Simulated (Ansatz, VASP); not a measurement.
## One calculation of SiC, two programs

Contents of POSCAR:

```
SiC
1.0
    3.0753562392      0.0000000000      0.0000000000
   -1.5376781196      2.6633366288      0.0000000000
    0.0000000000      0.0000000000      4.8461837674
Si C
2 2
Direct
    0.3333333333      0.6666666667     -0.0030115666
    0.6666666667      0.3333333333      0.4969884334
    0.3333333333      0.6666666667      0.3780115666
    0.6666666667      0.3333333333      0.8780115666
```

File INCAR.step1:

```
SYSTEM = SiC
PREC = Accurate ; ENCUT = 520
ISMEAR = 0 ; SIGMA = 0.01
LREAL = .FALSE. ; LASPH = .TRUE.
NELM = 60 ; NBANDS = 16
GGA = PE ; ALGO = Normal
EDIFF = 1E-4 ; LWAVE = .TRUE.
LCHARG = .FALSE.
```

Contents of INCAR.step2:

```
SYSTEM = SiC
PREC = Accurate ; ENCUT = 520
EDIFF = 1E-6 ; ISMEAR = 0
SIGMA = 0.01 ; LREAL = .FALSE.
LASPH = .TRUE. ; NELM = 60
ALGO = Normal ; ISIF = 2
LWAVE = .FALSE. ; LCHARG = .FALSE.
METAGGA = R2SCAN ; LMIXTAU = .TRUE.
NBANDS = 16 ; ISTART = 1
```

File KPOINTS:

```
Automatic mesh
0
G
  12 12 6
  0 0 0
```

Input for Ansatz:

```yaml
crystal:
  lattice:
    - [3.0753562392, 0.0, 0.0]
    - [-1.5376781196, 2.6633366288, 0.0]
    - [0.0, 0.0, 4.8461837674]
  atoms:
    - { symbol: Si, position: [0.3333333333, 0.6666666667, -0.0030115666] }
    - { symbol: Si, position: [0.6666666667, 0.3333333333, 0.4969884334] }
    - { symbol: C, position: [0.3333333333, 0.6666666667, 0.3780115666] }
    - { symbol: C, position: [0.6666666667, 0.3333333333, 0.8780115666] }
kpoints:
  mp_grid: { grid: [12, 12, 6] }
  band_path:
    path:
      - [0.0, 0.0, 0.0]
      - [0.5, 0.0, 0.0]
      - [0.3333333333, 0.3333333333, 0.0]
      - [0.0, 0.0, 0.5]
      - [0.5, 0.0, 0.5]
      - [0.3333333333, 0.3333333333, 0.5]
    npoints: 1
hamiltonian:
  xc: r2scan
scf:
  occupations: { method: fixed }
  n_extra_bands: 5
output:
  forces: true
  stress: true
  eigenvalues: true
```

Change from the starting cell: uniaxial_z strain -4.0%.

Alike in both runs: task single point; functional r2SCAN; k mesh 12 × 12 × 6; no spin polarisation.

```csv
,VASP,Ansatz
version,VASP 6.6.1,Ansatz 0.2.0
potentials or method,"VASP PAW PBE potentials, release 64 (Si, C)","plane waves, PAW"
plane-wave cutoff (eV),520,500
occupations,"gaussian, width 0.01 eV",fixed
valence electrons in the cell,16,16
```

VASP gave:

```
gap on the k mesh at the Fermi level (eV)       : 2.63
pressure (GPa)                                  : 9.8
largest component of the traceless stress (GPa) : 14.86
```

Question: Which values does Ansatz return?

Answer: gap on the k mesh at the Fermi level (eV): 2.62; pressure (GPa): 10.0; largest component of the traceless stress (GPa): 14.74.

Caveats: the PAW data sets were made with another functional, which shifts forces and pressure a little (VASP). A k mesh can miss the band edges.
